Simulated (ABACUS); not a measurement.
Set up this calculation in ABACUS 3.10.1, as the native input.

```
Task                                          : relaxation of cell and atoms
Functional                                    : PBE
Potentials or basis                           : PseudoDojo NC SR 0.4.1 PBE standard
Cutoff                                        : 1510 eV
Density cutoff                                : 6041 eV
Basis                                         : plane waves
k mesh                                        : 6 × 6 × 6
Occupations                                   : fermi-dirac, width 0.05 eV
Spin                                          : no spin polarisation
Radial cutoff of the potentials (pseudo_rcut) : 7 bohr
Max steps of the relaxation                   : 60
Force threshold                               : 0.005 eV/Å
Optimiser                                     : cg
Stress threshold                              : 1 kbar
SCF threshold on the density                  : 1e-08
Max SCF steps                                 : 100
Eigensolver                                   : dav
Mixing                                        : broyden
Mixing share                                  : 0.7
Symmetry key                                  : 1
Bands                                         : 10
```

The system is La.

```
La
1.0
    -2.12383    2.12383    2.12383
     2.12383   -2.12383    2.12383
     2.12383    2.12383   -2.12383
La
1
Direct
  0.00000 0.00000 0.00000
```

This isn't the form of La at room conditions, which is double hcp.

These files were run (other wordings do the same):

INPUT

```
INPUT_PARAMETERS
suffix              La
calculation         cell-relax
basis_type          pw
pseudo_dir          ./
symmetry            1
dft_functional      pbe
ecutwfc             111
pseudo_rcut         7
nspin               1
nbands              10
ks_solver           dav
smearing_method     fd
smearing_sigma      0.00367493
scf_thr             1e-08
scf_nmax            100
mixing_type         broyden
mixing_beta         0.7
cal_force           1
cal_stress          1
relax_nmax          60
force_thr_ev        0.005
relax_method        cg
out_stru            1
stress_thr          1
kpar                4
```

STRU

```
ATOMIC_SPECIES
La 138.9055 La.upf

LATTICE_CONSTANT
1.8897261246

LATTICE_VECTORS
-2.1238310710 2.1238310710 2.1238310710
2.1238310710 -2.1238310710 2.1238310710
2.1238310710 2.1238310710 -2.1238310710

ATOMIC_POSITIONS
Direct

La
0.0
1
0.0000000000 0.0000000000 0.0000000000 1 1 1
```

KPT

```
K_POINTS
0
Gamma
6 6 6 0 0 0
```

Potentials or basis: PseudoDojo NC SR 0.4.1 PBE standard, plane waves.

Launch:

```console
$ OMP_NUM_THREADS=1 mpirun -np 4 abacus > log
```

It gave:

- Relaxed volume: 38.93 Å³/atom
- Relaxed cell: a = 3.698 Å, b = 3.698 Å, c = 3.698 Å, α = 109.47°, β = 109.47°, γ = 109.47°
- Space group after relaxing (to 0.05 Å): Im-3m (No. 229)
- Energy gained by relaxing: 0.8 meV/atom
- Ionic steps: 2
- Pressure after relaxing: 0.0 GPa
- Band gap on the k mesh: none (metal or under the smearing width)

Wall time 6.7 s on 4 MPI ranks on Intel(R) Xeon(R) 6975P-C (Granite Rapids), with other jobs on the host, peak memory 0.4 GiB a rank.
